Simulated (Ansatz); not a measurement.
Born–Oppenheimer molecular dynamics of a periodic cell of 24 atoms, MoS₂ (start crystal MoS2, start structure P6_3/mmc, volume 1.05 times the crystal's). It starts from an unrelaxed structure (largest force component 0.61 eV/Å).

Level of theory: Ansatz 0.2.0, DFT PBE, scalar-relativistic, plane waves, PAW. Settings: accuracy low, PAW set soft_1, cutoff 420 eV, k mesh 2x2x1, fermi-dirac smearing 0.17 eV, no spin polarisation.

| Quantity | Value |
| --- | --- |
| ensemble | NVT, Langevin thermostat |
| time step | 2 fs |
| steps asked | 180 |
| set temperature | 2000 K |
| friction | 0.02 /fs |
| seed | 639745 |

First frame:

```xyz
24
Lattice="-3.1915 -5.5278 0.0000 4.7872 -2.7639 0.0000 0.0000 0.0000 12.7354" Properties=species:S:1:pos:R:3
Mo 0.000 -3.685 3.184
Mo 1.596 -4.606 9.552
S 0.000 -3.685 7.960
S 1.596 -4.606 1.592
S 0.000 -3.685 11.143
S 1.596 -4.606 4.776
Mo 3.192 -3.685 3.184
Mo 0.000 -1.843 9.552
S 3.192 -3.685 7.960
S 0.000 -1.843 1.592
S 3.192 -3.685 11.143
S 0.000 -1.843 4.776
Mo 1.596 -0.921 3.184
Mo 3.192 -1.843 9.552
S 1.596 -0.921 7.960
S 3.192 -1.843 1.592
S 1.596 -0.921 11.143
S 3.192 -1.843 4.776
Mo 1.596 -6.449 3.184
Mo -1.596 -4.606 9.552
S 1.596 -6.449 7.960
S -1.596 -4.606 1.592
S 1.596 -6.449 11.143
S -1.596 -4.606 4.776
```

**Question.** What does the run give?

**Answer.** The run went to its last step.

```yaml
steps_done: 180
time_covered: 360 fs
mean_temperature_over_the_second_half: 2330 K
spread_of_the_potential_energy_over_the_second_half: 23.9 meV per atom
mean_potential_energy_of_the_second_half_above_the_start: 280.8 meV per atom
```

The mean temperature of the second half is 17 % above the set value. A run of 0.36 ps of so small a system gives no equilibrium averages. Limits of this set-up: coarse k mesh, low accuracy level.

**Question.** What happens to the structure?

**Answer.** Mean squared displacements from the first frame to the last, about the centre of mass: Mo 0.09 Å², S 0.09 Å². Another seed would give other details.

**Question.** How do temperature and energy run in time?

**Answer.** 
```
time (fs)  T (K)  potential energy less start (eV)
        0   1917                             0.000
       18   1209                             3.083
       36   1444                             5.104
       54   1776                             5.353
       72   1861                             7.065
       90   2356                             7.161
      108   1963                             7.744
      126   1814                             6.797
      144   2215                             5.132
      162   1956                             6.142
      180   2190                             6.981
      198   1828                             6.544
      216   1956                             8.131
      234   2733                             6.665
      252   2795                             6.022
      270   2261                             7.307
      288   2766                             6.010
      306   2323                             6.880
      324   2395                             6.571
      342   1799                             7.016
      360   2660                             5.903
```

Time of the run: 28 min on 2 threads of Arm Neoverse V1, on a shared host, peak memory 1.1 GiB.
